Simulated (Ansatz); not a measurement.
# Sb (R-3m) in Ansatz: convergence with smearing width

Aim: find how far smearing width must go before the results for Sb settle, at LDA. This setting moves, with any that are tied to it; all else stays.

All numbers are computed with Ansatz 0.2.0; they aren't measurements. Logs are shortened: lines on timing, memory, paths and dates and some standing lists are left out, and cuts for length are marked.

**1. The structure**

Symmetry: R-3m, No. 166, trigonal system. Conventional cell: a = 4.308 Å, b = 4.308 Å, c = 11.274 Å, α = 90.00°, β = 90.00°, γ = 120.00°. Sb (site symmetry 3m) has 3 Sb at 2.91 Å as nearest neighbours.

**2. With smearing width 0.3 eV**

input.yaml

```yaml
crystal:
  lattice:
    - [2.1542, 1.2437279499, 3.758]
    - [-2.1542, 1.2437279499, 3.758]
    - [0.0, -2.4874558998, 3.758]
  atoms:
    - { symbol: Sb, position: [0.76651, 0.76651, 0.76651] }
    - { symbol: Sb, position: [0.23349, 0.23349, 0.23349] }
kpoints:
  mp_grid: { grid: [8, 8, 8] }
scf:
  occupations: { method: fermi_dirac, width: 0.3 }
hamiltonian:
  xc: lda
  pseudopotentials: { kind: all_electron, lapw: { basis_error: 0.001 } }
output:
  forces: true
  stress: true
  eigenvalues: true
```

Potentials or basis: all-electron LAPW, scalar-relativistic.

Launch:

```
ansatz run input.yaml --threads 1 --pin off --max-ram 3072MiB --backend cpu --events-out ev --progress --plain --runs-dir out
```

Wall time 16 s (1 thread of Arm Neoverse V2, shared host); peak memory 0.36 GiB.

What came out:

* Free energy: -352439.4536 eV
* Pressure: -1.0 GPa
* Largest force: 0.186 eV/Å
* Band gap on the k mesh: none (metal or under the smearing width)

**3. With smearing width 0.2 eV**

input.yaml: that of step 2 with these lines changed.

```diff
@@ -11,3 +11,3 @@
 scf:
-  occupations: { method: fermi_dirac, width: 0.3 }
+  occupations: { method: fermi_dirac, width: 0.2 }
 hamiltonian:
```

Potentials or basis: all-electron LAPW, scalar-relativistic.

Launch:

```
ansatz run input.yaml --threads 1 --pin off --max-ram 3072MiB --backend cpu --events-out ev --progress --plain --runs-dir out
```

Run time: 15 s. Hardware: 1 thread of Arm Neoverse V2, shared host; peak memory 0.36 GiB.

What came out:

| Item | Value |
| --- | --- |
| Free energy | -352439.4022 eV |
| Pressure | -1.2 GPa |
| Largest force | 0.095 eV/Å |
| Band gap on the k mesh | none (metal or under the smearing width) |

**4. With smearing width 0.15 eV**

input.yaml: that of step 3 with these lines changed.

```diff
@@ -11,3 +11,3 @@
 scf:
-  occupations: { method: fermi_dirac, width: 0.2 }
+  occupations: { method: fermi_dirac, width: 0.15 }
 hamiltonian:
```

Launch:

```
ansatz run input.yaml --threads 1 --pin off --max-ram 3072MiB --backend cpu --events-out ev --progress --plain --runs-dir out
```

It took 16 s on 1 thread of Arm Neoverse V2, shared host; peak memory 0.36 GiB.

What came out:

```yaml
Free_energy: -352439.3887 eV
Pressure: -1.2 GPa
Largest_force: 0.060 eV/Å
Band_gap_on_the_k_mesh: none (metal or under the smearing width)
```

**5. With smearing width 0.1 eV**

input.yaml: that of step 4 with these lines changed.

```diff
@@ -11,3 +11,3 @@
 scf:
-  occupations: { method: fermi_dirac, width: 0.15 }
+  occupations: { method: fermi_dirac, width: 0.1 }
 hamiltonian:
```

Launch:

```
ansatz run input.yaml --threads 1 --pin off --max-ram 3072MiB --backend cpu --events-out ev --progress --plain --runs-dir out
```

Run time: 15 s. Hardware: 1 thread of Arm Neoverse V2, shared host; peak memory 0.36 GiB.

Results:

```yaml
Free_energy: -352439.3811 eV
Pressure: -1.2 GPa
Largest_force: 0.034 eV/Å
Band_gap_on_the_k_mesh: none (metal or under the smearing width)
```

**6. With smearing width 0.05 eV**

input.yaml: that of step 5 with these lines changed.

```diff
@@ -11,3 +11,3 @@
 scf:
-  occupations: { method: fermi_dirac, width: 0.1 }
+  occupations: { method: fermi_dirac, width: 0.05 }
 hamiltonian:
```

Potentials or basis: all-electron LAPW, scalar-relativistic.

Launch:

```
ansatz run input.yaml --threads 1 --pin off --max-ram 3072MiB --backend cpu --events-out ev --progress --plain --runs-dir out
```

Run time: 14 s. Hardware: 1 thread of Arm Neoverse V2, shared host; peak memory 0.36 GiB.

Results:

| Quantity | Value |
| --- | --- |
| Free energy | -352439.3770 eV |
| Pressure | -1.2 GPa |
| Largest force | 0.012 eV/Å |
| Band gap on the k mesh | none (metal or under the smearing width) |

**7. With smearing width 0.025 eV**

input.yaml: that of step 6 with these lines changed.

```diff
@@ -11,3 +11,3 @@
 scf:
-  occupations: { method: fermi_dirac, width: 0.05 }
+  occupations: { method: fermi_dirac, width: 0.025 }
 hamiltonian:
```

Launch:

```
ansatz run input.yaml --threads 1 --pin off --max-ram 3072MiB --backend cpu --events-out ev --progress --plain --runs-dir out
```

Wall time 15 s (1 thread of Arm Neoverse V2, shared host); peak memory 0.36 GiB.

The run converged. Its results:

- Free energy: -352439.3759 eV
- Pressure: -1.2 GPa
- Band gap on the k mesh: none (metal or under the smearing width)

**8. With smearing width 0.01 eV**

input.yaml: that of step 7 with these lines changed.

```diff
@@ -11,3 +11,3 @@
 scf:
-  occupations: { method: fermi_dirac, width: 0.025 }
+  occupations: { method: fermi_dirac, width: 0.01 }
 hamiltonian:
```

Potentials or basis: all-electron LAPW, scalar-relativistic.

Launch:

```
ansatz run input.yaml --threads 1 --pin off --max-ram 3072MiB --backend cpu --events-out ev --progress --plain --runs-dir out
```

The log of the run:

```text
Warning: RAYON_NUM_THREADS=1 ignored (pool sized by the plan → 1); use --threads N
LAPW: plane waves up to 7.776 Å⁻¹, error target 1.0e-3 eV per atom; small_component_spin mean_spin; Sb in spheres of 1.454 Å, 23 of its electrons in bands, Dirac shells [] (how accurate: hamiltonian.pseudopotentials.lapw.basis_error, Limitations)
Engine: ansatz 0.2.0, aarch64-unknown-linux-gnu
Pseudopotentials: kind: all_electron
Pseudopotential: Sb, LAPW, valence charge 23, lapw/all_electron/scalar/gaussian/Sb, Koelling and Harmon's equation, gaussian nucleus
Functional definition: SPW92
  exchange = slater_x
  correlation = pw_c
Crystal: 2 atoms, lattice volume = 60.411 Å³
Basis set: ecut = 230.359596744914 eV, 489 PW (Γ), exchange–correlation at level 2
Bands: 28, of which v1, the nominal top of the filled ones, is band 23 counted from 1 (22 counted from 0)
Symmetry: 12 space group operations
Space group: R-3m (ITA 166), of the structure as read, at distance tolerance 3.9e-5 Å
k-points: 65 of 512
Non-local potential: Sb, projectors of the file, none
Initial density: superposition of atomic densities (chi_scale 0.1, normalization cell)
Initial wavefunctions: plane waves of lowest kinetic energy (no species holds an atomic orbital)
Functional: x = slater, c = lda
iter 1 solved again at ethr=1.68e-4 eV; its pass at ethr=1.00e-1 eV (dr2=7.72e-2 eV) is discarded
SCF iter   1: F=—  HF=-352439.399683 eV  |F-HF|=—  |Δ(HF+E_count)|=         —  Δρ=1.24e-2  dr2=7.82e-2  ethr=1.68e-4  ⟨swp⟩=3.0  Hψ=12055  notcnv=0
preconditioner: auto → none  [insulator: Δε(μ)=0.064 eV  Ē_g=9.501 eV  σ=0.010 eV  W_gap=0.51  n_scr=14 (ndim 8)  ℏωp=15.1 eV  f_vac=0.017  D(μ)=0.62/eV (n_scr^D=0)  ε∞_Penn≈3.5]
SCF iter   2: F=—  HF=-352439.379432 eV  |F-HF|=—  |Δ(HF+E_count)|=   2.03e-2  Δρ=5.73e-3  dr2=1.68e-2  ethr=1.68e-4  ⟨swp⟩=2.0  Hψ=5688  notcnv=0
iter 3 solved again at ethr=1.08e-7 eV; its pass at ethr=3.65e-5 eV (dr2=4.96e-5 eV) is discarded
SCF iter   3: F=—  HF=-352439.375894 eV  |F-HF|=—  |Δ(HF+E_count)|=   3.54e-3  Δρ=3.67e-4  dr2=4.98e-5  ethr=1.08e-7  ⟨swp⟩=2.0  Hψ=9403  notcnv=0
SCF iter   4: F=—  HF=-352439.375523 eV  |F-HF|=—  |Δ(HF+E_count)|=         —  Δρ=8.82e-5  dr2=2.99e-6  ethr=1.08e-7  ⟨swp⟩=2.1  Hψ=5373  notcnv=0
the basis was enlarged: its passes take 66.2 KiB over the memory plan, 1 of 1 planned eigensolver slots
SCF iter   5: F=—  HF=-352439.375522 eV  |F-HF|=—  |Δ(HF+E_count)|=   1.18e-6  Δρ=2.39e-5  dr2=6.22e-7  ethr=6.51e-9  ⟨swp⟩=2.0  Hψ=5369  notcnv=0
SCF iter   6: F=-352439.375522 eV  HF=-352439.375522 eV  |F-HF|=2.81e-8  |Δ(HF+E_count)|=   4.42e-7  Δρ=5.87e-6  dr2=3.93e-8  ethr=1.35e-9  ⟨swp⟩=2.9  Hψ=5450  notcnv=0
SCF 1 converged in 6 iterations: F = -352439.375522 eV  dr2 = 3.93e-8
SCF converged after 6 iterations
Free energy (F): -352439.375522 eV
Harris-Foulkes:  -352439.375522 eV  (|F-HF|=2.81e-8)
Internal energy: -352439.375341 eV  (E = F + TS)
E sigma→0 (E₀):  -352439.375431 eV
Entropy (-TS):   -0.000181 eV (-0.091 meV/atom)
Fermi energy:    12.458112 eV
--- Per-component energies (eV) ---
  E_band       = -1809.556449
  E_kinetic    = 371330.803076
  E_xc         = -8986.524142
  E_electrostatic = -714783.654274  (all electrons and nuclei)
  E_smearing   = -0.000181  (= −TS)
  E_closure    = 0.000000  (closes the sum)
  E_atoms      = -352429.757022  (free atoms, spherical and without spin; not in F)
  Σ components = -352439.375522   (vs F -352439.375522, Δ=0.00e0)
  Basis errors (estimates in eV, not in F): energy 3.9e-4 per atom: plane waves 3.7e-4 (2.0e-4 summed), levels above the bands 3.8e-230, relativity 2.6e-9, radial functions 2.4e-5, core shells 4.3e-9; eigenvalues (radial functions only) 2.7e-7; not estimated: angular momenta, meshes, grids; target (lapw.basis_error) 1.0e-3; muffin-tin radii Sb 1.454 Å
--- Forces (eV/Å), atoms counted from 1 ---
  atom   1  Sb     0.00000000    -0.00000000     0.00298718
  atom   2  Sb     0.00000000    -0.00000000    -0.00298718
  max |Σ_I F_I| component: 1.73e-18 eV/Å
--- Stress (GPa, compression-positive) ---
       -0.965590      -0.000000       0.000000
       -0.000000      -0.965590       0.000000
        0.000000       0.000000      -1.549167
  P = ⅓ Tr σ = -1.1601 GPa (-11.601 kbar)
--- Band table (eV; the first three rows and the last of 65) ---
  k-point 0: bands = ["-131.5952", "-131.5945", "-84.7276", "-84.7276", "-84.7233", "-84.7233", "-84.7114", "-84.7082", "-16.9159", "-16.9159", "-16.8235", "-16.8235", "-16.8010", "-16.7086", "-16.7086", "-16.7049", "-16.6297", "-16.6297", "-0.3636", "7.4141", "10.3393", "10.6123", "10.6123", "14.4787", "15.0712", "15.0712", "17.6029", "17.6029"]
  k-point 1: bands = ["-131.5951", "-131.5945", "-84.7276", "-84.7275", "-84.7235", "-84.7233", "-84.7113", "-84.7083", "-16.9096", "-16.9068", "-16.8205", "-16.8183", "-16.7971", "-16.7128", "-16.7118", "-16.7085", "-16.6388", "-16.6364", "-0.1918", "6.7252", "10.3825", "10.5743", "10.8540", "14.3545", "14.6231", "14.6760", "17.0378", "17.4960"]
  k-point 2: bands = ["-131.5951", "-131.5946", "-84.7276", "-84.7272", "-84.7240", "-84.7233", "-84.7109", "-84.7085", "-16.8929", "-16.8812", "-16.8131", "-16.8039", "-16.7854", "-16.7259", "-16.7246", "-16.7145", "-16.6630", "-16.6540", "0.3184", "5.3076", "10.4033", "10.5088", "11.2808", "13.6234", "13.7519", "13.8479", "17.3545", "18.0323"]
  k-point 64: bands = ["-131.5951", "-131.5945", "-84.7274", "-84.7274", "-84.7236", "-84.7236", "-84.7109", "-84.7087", "-16.8662", "-16.8662", "-16.8050", "-16.8050", "-16.7806", "-16.7233", "-16.7223", "-16.7223", "-16.6838", "-16.6838", "1.1677", "3.3455", "11.1075", "11.1075", "11.8672", "12.5287", "12.5287", "13.4599", "19.3893", "21.4077"]
```

It took 12 s on 1 thread of Arm Neoverse V2, shared host; peak memory 0.35 GiB.

Results:

| Quantity | Value |
| --- | --- |
| Free energy | -352439.3755 eV |
| Pressure | -1.2 GPa |
| Band gap on the k mesh | none (metal or under the smearing width) |

**9. Summary**

```
smearing width  energy less the tightest run, at zero smearing (meV/atom)  pressure (GPa)  largest force (eV/Å)  SCF cycles  CPU time (s)  peak memory (GiB)
        0.3 eV                                                      13.26           -1.03                 0.186           9            16               0.36
        0.2 eV                                                       3.75           -1.16                 0.095           9            15               0.36
       0.15 eV                                                       1.00           -1.18                 0.060           9            16               0.36
        0.1 eV                                                      -0.09           -1.18                 0.034           9            15               0.36
       0.05 eV                                                      -0.10           -1.17                 0.012           9            14               0.36
      0.025 eV                                                      -0.02           -1.16                 0.001           9            15               0.36
       0.01 eV                                                       0.00           -1.16                 0.003           6            12               0.35
```

Against the tightest run, the energy stays within 1 meV/atom from 0.1 eV on; the pressure stays within 0.1 GPa from 0.2 eV on; the largest force stays within 0.005 eV/Å from 0.025 eV on. Narrower smearing needs a denser k mesh, so at a fixed mesh the narrowest width isn't the most accurate. The tightest run that finished is the yardstick and may itself not be fully converged.
